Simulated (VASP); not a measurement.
# EuS (Fm-3m) in VASP: a series of runs

The runs below take EuS through single point, with PBE+U.

All numbers are computed with VASP 6.6.1; they aren't measurements. Logs are shortened: lines on timing, memory, paths and dates and some standing lists are left out, and cuts for length are marked.

**What was measured.**

“Crystal-field mediated electronic transitions of EuS up to 35 GPa”, 2022, pmc:8786971 reports, for a powder of EuS at 300 K: band gap 1.72 eV (optical).

The runs below are set against these values where they give the same quantity.

### Step 1. The structure

It takes space group Fm-3m (No. 225, cubic). The conventional cell has a = 5.957 Å, b = 5.957 Å, c = 5.957 Å, α = 90.00°, β = 90.00°, γ = 90.00°. Eu (site symmetry m-3m) has 6 S at 2.98 Å as nearest neighbours. Around S (site symmetry m-3m) lie 6 Eu at 2.98 Å.

### Step 2. Single point, PBE+U, collinear spin, typed start

The input, INCAR:

```
SYSTEM = EuS
ALGO = Normal
EDIFF = 1E-6
ENCUT = 520
GGA = PE
ISIF = 2
ISMEAR = 0
ISPIN = 2
LASPH = .True.
LCHARG = .True.
LDAU = .True.
LDAUJ = 0 0
LDAUL = 3 -1
LDAUPRINT = 1
LDAUTYPE = 2
LDAUU = 5 0
LELF = .True.
LMAXMIX = 6
LORBIT = 11
LREAL = .False.
LVHAR = .True.
LWAVE = .False.
MAGMOM = 7 0
NBANDS = 22
NELM = 150
PREC = Accurate
SIGMA = 0.02
```

The input, KPOINTS:

```
k-points
0
Gamma
  10 10 10
  0 0 0
```

The input, POSCAR:

```
EuS
1.0
    0.0000000000      2.9785000000      2.9785000000
    2.9785000000      0.0000000000      2.9785000000
    2.9785000000      2.9785000000      0.0000000000
Eu S
1 1
Direct
    0.0000000000      0.0000000000      0.0000000000
    0.5000000000      0.5000000000      0.5000000000
```

Potentials or basis: VASP PAW PBE potentials, release 64 (Eu, S).

On the command line:

```bash
$ cat potpaw_PBE.64/Eu/POTCAR potpaw_PBE.64/S/POTCAR > POTCAR
$ mpirun -np 1 vasp_std > vasp.out
```

OUTCAR:

```text
SYSTEM = EuS
   EDIFF = 1E-6
   ENCUT = 520
   GGA = PE
   ISIF = 2
   ISMEAR = 0
   ISPIN = 2
   LASPH = .True.
   LORBIT = 11
   LREAL = .False.
   NELM = 150
   PREC = Accurate

 ion  position               nearest neighbor table
   1  0.000  0.000  0.000-   2 2.98   2 2.98   2 2.98   2 2.98   2 2.98   2 2.98
   2  0.500  0.500  0.500-   1 2.98   1 2.98   1 2.98   1 2.98   1 2.98   1 2.98

  LATTYP: Found a face centered cubic cell.
 ALAT       =     5.9570000000

  Lattice vectors:

 A1 = (   0.0000000000,   2.9785000000,   2.9785000000)
 A2 = (   2.9785000000,   0.0000000000,   2.9785000000)
 A3 = (   2.9785000000,   2.9785000000,   0.0000000000)

Analysis of symmetry for initial positions (statically):
=====================================================================
 Subroutine PRICEL returns:
 Original cell was already a primitive cell.

 Routine SETGRP: Setting up the symmetry group for a
 face centered cubic supercell.

 Subroutine GETGRP returns: Found 48 space group operations
 (whereof 48 operations were pure point group operations)
 out of a pool of 48 trial point group operations.

The static configuration has the point symmetry O_h .

Analysis of symmetry for dynamics (positions and initial velocities):
=====================================================================
 Subroutine PRICEL returns:
 Original cell was already a primitive cell.

 Routine SETGRP: Setting up the symmetry group for a
 face centered cubic supercell.

 Subroutine GETGRP returns: Found 48 space group operations
 (whereof 48 operations were pure point group operations)
 out of a pool of 48 trial point group operations.

The dynamic configuration has the point symmetry O_h .

Analysis of structural, dynamic, and magnetic symmetry:
=====================================================================
 Subroutine PRICEL returns:
 Original cell was already a primitive cell.

 Routine SETGRP: Setting up the symmetry group for a
 face centered cubic supercell.
[... 182 lines left out ...]
  o =  0.9710  v =  0.7906 -0.0000  0.6124  0.0006 -0.0002  0.0000  0.0003  0.0000  0.0000  0.0000  0.0000  0.0000  0.0000  0.0000      0.0000  0.0000  0.0000  0.0000  0.0000  0.0000  0.0000  0.0000  0.0000  0.0000  0.0000  0.0000  0.0000  0.0000
  o =  0.9733  v = -0.0000 -1.0000  0.0000  0.0000 -0.0000  0.0000  0.0000  0.0000  0.0000  0.0000  0.0000  0.0000  0.0000  0.0000      0.0000  0.0000  0.0000  0.0000  0.0000  0.0000  0.0000  0.0000  0.0000  0.0000  0.0000  0.0000  0.0000  0.0000
  o =  0.9741  v =  0.0008 -0.0000 -0.0010  0.0000  0.1063 -0.9909  0.0823  0.0000  0.0000  0.0000  0.0000  0.0000  0.0000  0.0000      0.0000  0.0000  0.0000  0.0000  0.0000  0.0000  0.0000  0.0000  0.0000  0.0000  0.0000  0.0000  0.0000  0.0000
  o =  0.9741  v = -0.0002  0.0000  0.0002  0.0000  0.7834  0.1344  0.6068  0.0000  0.0000  0.0000  0.0000  0.0000  0.0000  0.0000      0.0000  0.0000  0.0000  0.0000  0.0000  0.0000  0.0000  0.0000  0.0000  0.0000  0.0000  0.0000  0.0000  0.0000
  o =  0.9741  v =  0.6124 -0.0000 -0.7906 -0.0000  0.0001  0.0013  0.0001  0.0000  0.0000  0.0000  0.0000  0.0000  0.0000  0.0000      0.0000  0.0000  0.0000  0.0000  0.0000  0.0000  0.0000  0.0000  0.0000  0.0000  0.0000  0.0000  0.0000  0.0000

 number of electron      23.0000004 magnetization       7.0000006

 Free energy of the ion-electron system (eV)
  ---------------------------------------------------
  ext. energy  EPLUGINS =         0.00000000
  ---------------------------------------------------
  free energy    TOTEN  =       -19.23460088 eV

  energy without entropy =      -19.23460088  energy(sigma->0) =      -19.23460088

 E-fermi :   3.5562     XC(G=0):  -9.5635

 val. band max:        3.4833579972   @ k =   0.0000   0.0000   0.0000
 cond. band min:       3.6297654612   @ k =   0.5000   0.5000   0.0000
 fundamental gap:      0.1464074640
 Fermi energy:         3.5561818043

 spin component 1

 k-point     1 :       0.0000    0.0000    0.0000
  band No.  band energies     occupation
      1     -36.4809      1.00000
      2     -15.3458      1.00000
      3     -15.3458      1.00000
      4     -15.3458      1.00000
      5      -9.1635      1.00000
      6       1.3400      1.00000
[... 1193 lines left out ...]
     21      12.6806      0.00000
     22      12.9094      0.00000

 [... further k-points ...]

------------------------ aborting loop because EDIFF is reached ----------------------------------------

  FORCE on cell =-STRESS in cart. coord.  units (eV):
  Direction    XX          YY          ZZ          XY          YZ          ZX
  --------------------------------------------------------------------------------------
  -------------------------------------------------------------------------------------
  Total        0.1850495      0.1850495      0.1850495      0.0000000     -0.0000000      0.0000000
  in kB        5.6101661      5.6101661      5.6101661      0.0000000     -0.0000000      0.0000000
  external PRESSURE =       5.6101661 kB  Pullay stress =       0.0000000 kB

 VOLUME and BASIS-vectors are now :
 -----------------------------------------------------------------------------
  energy-cutoff  :      520.00
  volume of cell :       52.85
      direct lattice vectors                 reciprocal lattice vectors
     0.000000000  2.978500000  2.978500000    -0.167869733  0.167869733  0.167869733
     2.978500000  0.000000000  2.978500000     0.167869733 -0.167869733  0.167869733
     2.978500000  2.978500000  0.000000000     0.167869733  0.167869733 -0.167869733

 POSITION                                       TOTAL-FORCE (eV/Angst)
 -----------------------------------------------------------------------------------
      0.00000      0.00000      0.00000        -0.000000     -0.000000      0.000000
      2.97850      2.97850      2.97850         0.000000      0.000000     -0.000000
 -----------------------------------------------------------------------------------
    total drift:                                0.000000     -0.000000     -0.000000

  FREE ENERGIE OF THE ION-ELECTRON SYSTEM (eV)
  ---------------------------------------------------
  free  energy   TOTEN  =       -19.2346008849 eV

  energy  without entropy=      -19.2346008849  energy(sigma->0) =      -19.23460088

 total charge

# of ion       s       p       d       f       tot
--------------------------------------------------
    1        2.029   5.786   0.249   6.811  14.875
    2        1.317   2.449   0.000   0.000   3.766
--------------------------------------------------
tot          3.346   8.235   0.249   6.811  18.641

 magnetization (x)

# of ion       s       p       d       f       tot
--------------------------------------------------
    1       -0.016  -0.118   0.049   6.791   6.707
    2       -0.006  -0.058   0.000   0.000  -0.064
--------------------------------------------------
tot         -0.022  -0.175   0.049   6.791   6.644
```

Run time: 2.3 min. Hardware: 1 thread of AMD EPYC 7R43 (Zen 3), shared host; peak memory 0.24 GiB.

Results:

- Free energy: -19.2346 eV
- Pressure: 0.6 GPa
- Band gap on the k mesh: 0.15 eV, indirect (least direct gap 0.38 eV)
- Net moment: 7.00 μB per cell
- Site moments: Eu +6.71; S -0.06 μB
- Valence electrons inside the program's atomic spheres: Eu 14.88; S 3.77

Levels at points of the mesh, in eV from the valence-band top:
Spin up:
| k point | band 12 | band 13 | band 14 | band 15 | band 16 | band 17 | band 18 | band 19 |
| --- | --- | --- | --- | --- | --- | --- | --- | --- |
| (0.00, 0.00, 0.00) | -0.50 | 0.00 | 0.00 | 0.00 | 1.77 | 2.08 | 2.08 | 2.08 |
| (0.50, 0.00, 0.00) | -0.52 | -0.52 | -0.50 | -0.49 | 3.84 | 4.25 | 4.73 | 4.73 |
| (0.50, 0.50, 0.00) | -0.54 | -0.52 | -0.24 | -0.24 | 0.15 | 4.12 | 4.19 | 5.57 |
Spin down:
| k point | band 5 | band 6 | band 7 | band 8 | band 9 | band 10 | band 11 | band 12 |
| --- | --- | --- | --- | --- | --- | --- | --- | --- |
| (0.00, 0.00, 0.00) | -12.65 | -1.75 | -1.75 | -1.75 | 2.23 | 2.74 | 2.74 | 2.74 |
| (0.50, 0.00, 0.00) | -11.63 | -4.33 | -2.93 | -2.93 | 3.98 | 4.95 | 5.72 | 5.72 |
| (0.50, 0.50, 0.00) | -12.32 | -2.91 | -2.12 | -2.12 | 0.69 | 4.81 | 4.97 | 6.51 |

Eigenvalues of the final occupation matrices:
```
    site  spin  trace                         eigenvalues
site 1 f     1   6.81  0.97 0.97 0.97 0.97 0.97 0.97 0.97
site 1 f     2   0.01  0.00 0.00 0.00 0.00 0.00 0.00 0.00
```

Caveat: spin-orbit coupling is left out, which moves the levels of the heavy elements; a cell with one magnetic atom can't hold antiferromagnetic order, which such compounds often take.

### Step 3. Single point, PBE+U, collinear spin, typed start

This run uses another cell than the first one: it holds 4 atoms, not 2.

The input, INCAR:

```
SYSTEM = EuS
PREC     = Accurate       ! precision mode
ENCUT    = 520            ! plane-wave cutoff, eV
EDIFF    = 1E-6           ! SCF threshold, eV
ISMEAR   = 0              ! smearing method
SIGMA    = 0.02           ! smearing width, eV
LREAL    = .False.        ! projectors in reciprocal space
LASPH    = .True.         ! aspherical terms in the spheres
NELM     = 150            ! most SCF steps
ALGO     = Normal         ! electronic algorithm
ISIF     = 2              ! what is computed and relaxed
LWAVE    = .False.        ! write WAVECAR
LCHARG   = .False.        ! write CHGCAR
ISPIN    = 2              ! spin polarisation
MAGMOM   = 7 -7 0 0       ! initial moments
LORBIT   = 11             ! projections on sites
LMAXMIX  = 6              ! l up to which the mixer works
LDAU     = .True.         ! DFT+U
LDAUTYPE = 2            
LDAUL    = 3 -1           ! shell
LDAUU    = 5 0            ! U, eV
LDAUJ    = 0 0          
LDAUPRINT= 1            
GGA      = PE             ! functional
NBANDS   = 35             ! bands
```

The input, KPOINTS:

```
Automatic mesh
0
Gamma
  6 8 8
  0 0 0
```

The input, POSCAR:

```
EuS
1.0
    0.0000000000      0.0000000000      5.9570000000
    2.9785000000      2.9785000000      0.0000000000
   -2.9785000000      2.9785000000      0.0000000000
Eu S
2 2
Direct
    0.0000000000      0.0000000000      0.0000000000
    0.5000000000      0.5000000000      0.5000000000
    0.0000000000      0.5000000000      0.5000000000
    0.5000000000      0.0000000000      0.0000000000
```

Potentials or basis: VASP PAW PBE potentials, release 64 (Eu, S).

On the command line:

```bash
$ cat potpaw_PBE.64/Eu/POTCAR potpaw_PBE.64/S/POTCAR > POTCAR
$ mpirun -np 1 vasp_std > vasp.out
```

It took 9.7 min on 1 thread of AMD EPYC 7R43 (Zen 3), shared host; peak memory 0.46 GiB.

Results (log left out):

```
Free energy                                           : -38.4511 eV
Pressure                                              : 0.7 GPa
Band gap on the k mesh                                : 0.50 eV
Net moment                                            : 0.00 μB per cell
Site moments                                          : Eu +6.70, -6.70; S -0.02, +0.02 μB
Valence electrons inside the program's atomic spheres : Eu 14.88; S 3.77
```

Stress tensor (GPa, compression positive):
```
0.69 0.00 0.00
0.00 0.69 0.00
0.00 0.00 0.80
```

Levels at points of the mesh, in eV from the valence-band top:
Spin up:
```csv
k point,band 21,band 22,band 23,band 24,band 25,band 26
"(0.00, 0.00, 0.00)",-0.10,0.00,0.00,0.50,2.10,2.50
"(0.50, 0.00, 0.00)",-0.33,-0.06,-0.06,1.05,1.64,3.14
"(0.00, 0.50, 0.00)",-0.34,-0.33,-0.30,3.13,3.75,3.78
"(0.50, 0.50, 0.00)",-0.39,-0.36,-0.36,3.97,4.08,4.48
"(0.00, 0.50, 0.50)",-0.24,-0.24,-0.21,0.52,0.52,4.30
"(0.50, 0.50, 0.50)",-0.36,-0.36,-0.30,2.83,2.83,3.48
```
Spin down:
```csv
k point,band 19,band 20,band 21,band 22,band 23,band 24,band 25,band 26,band 27,band 28
"(0.00, 0.00, 0.00)",-0.31,-0.31,-0.10,0.00,0.00,0.50,2.10,2.50,2.50,2.57
"(0.50, 0.00, 0.00)",-0.39,-0.39,-0.33,-0.06,-0.06,1.05,1.64,3.14,3.60,3.69
"(0.00, 0.50, 0.00)",-0.42,-0.36,-0.34,-0.33,-0.30,3.13,3.75,3.78,3.91,4.46
"(0.50, 0.50, 0.00)",-0.41,-0.39,-0.39,-0.36,-0.36,3.97,4.08,4.48,4.60,4.87
"(0.00, 0.50, 0.50)",-0.36,-0.25,-0.24,-0.24,-0.21,0.52,0.52,4.30,4.46,4.66
"(0.50, 0.50, 0.50)",-0.38,-0.38,-0.36,-0.36,-0.30,2.83,2.83,3.48,3.48,4.67
```

Eigenvalues of the final occupation matrices:
```
    site  spin  trace                         eigenvalues
site 1 f     1   6.81  0.97 0.97 0.97 0.97 0.97 0.97 0.97
site 1 f     2   0.01  0.00 0.00 0.00 0.00 0.00 0.00 0.00
site 2 f     1   0.01  0.00 0.00 0.00 0.00 0.00 0.00 0.00
site 2 f     2   6.81  0.97 0.97 0.97 0.97 0.97 0.97 0.97
```

Caveat: spin-orbit coupling is left out, which moves the levels of the heavy elements. The state reached can hang on the start; a lower one may exist.

### Step 4. Against experiment

Step 3. Against the measured gap of EuS, 1.72 eV (optical; 300 K; powder; “Crystal-field mediated electronic transitions of EuS up to 35 GPa”, 2022, pmc:8786971), the calculated 0.50 eV is off by -1.22 eV. So large a miss can be the level of theory's own, or it may mean another phase, state or a wrong row. Spin-orbit coupling on Eu is left out. The value is that of PBE+U on a finite k mesh, which can miss the band edges, without temperature or zero-point motion.
